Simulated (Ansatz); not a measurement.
Structure: AgCl built on the wurtzite prototype (it has left that coordination), at its r2SCAN minimum. The symmetry is P6_3/mmc (No. 194, hexagonal); conventional cell a = 4.520 Å, c = 5.722 Å, 25.31 Å³ an atom. Ag has 5 Cl at 2.61–2.86 Å; Cl has 5 Ag at 2.61–2.86 Å. The cell started from the wurtzite prototype, but the relaxation took it to the higher symmetry P6_3/mmc (No. 194), so the name no longer describes it.

```
Ag Cl
1.0
     4.51974    0.00000    0.00000
    -2.25987    3.91421    0.00000
     0.00000    0.00000    5.72250
Ag Cl
2 2
Direct
  0.33333 0.66667 0.93778
  0.66667 0.33333 0.43778
  0.33333 0.66667 0.43722
  0.66667 0.33333 0.93722
```

The questions ask for values computed with Ansatz 0.2.0 on this geometry. Note: simulated data, non-magnetic, for a generated structure that need not be the stable one.

Question: Is there a gap with LDA, and of what kind?

Answer: The LDA gap is indirect, 1.06 eV (H to Γ), below the direct gap of 1.09 eV at Γ.

Question: What does PBE give for the gap (6×6×4 mesh)?

Answer: The PBE gap is indirect, 1.36 eV (H to Γ), below the direct gap of 1.39 eV at Γ. The gap differs by +0.30 eV from LDA's.

Question: Estimate the gap with r2SCAN on 6×6×4.

Answer: r2SCAN gives an indirect gap of 1.81 eV, from H to Γ; the least direct gap is 1.83 eV at Γ. Least and direct gap differ so little that the kind isn't settled. The gap differs by +0.75 eV from LDA's.

Question: How does the gap change from LDA to PBE0 (6×6×4)?

Answer: With PBE0 the valence top lies at H and the conduction bottom at Γ, 3.57 eV higher; the smallest vertical gap, at Γ, is 3.59 eV. Least and direct gap differ so little that the kind isn't settled. The gap differs by +2.51 eV from LDA's.

Question: What does Hartree-Fock give for the gap (6×6×4 mesh)?

Answer: With Hartree-Fock the valence top lies at H and the conduction bottom at Γ, 10.37 eV higher; the smallest vertical gap, at Γ, is 10.39 eV. Least and direct gap differ so little that the kind isn't settled. The gap differs by +9.31 eV from LDA's.

Question: Order these levels by the gap that they give, smallest first.
A. HSE06
B. PBE
C. r2SCAN
D. LDA
E. PBE0
F. DDH-PBE0
G. Hartree-Fock

Answer: D (1.06 eV), B (1.36 eV), C (1.81 eV), A (2.85 eV), F (3.49 eV), E (3.57 eV), G (10.37 eV).

Question: What are ε∞ and the Born charges with r2SCAN?

Answer: The electronic dielectric tensor ε∞ is 3.67 along x and y, 3.83 along z. Born charges, averaged over directions: Ag +1.28, Cl -1.28 e.

Question: Relaxed again with PBEsol, is the cell stable at the zone centre, and where do its optical modes lie?

Answer: All optical modes at Γ are real, from 15 to 210 cm⁻¹ without the longitudinal term; this says nothing of other wave vectors. The long-range field leaves the highest mode where it is. By the program's warning the force constants, and with them frequencies and ε⁰, aren't converged on this mesh.

Spin-orbit coupling is left out.

The meshes of the hybrids are coarse, so their gaps aren't converged to the digits shown.
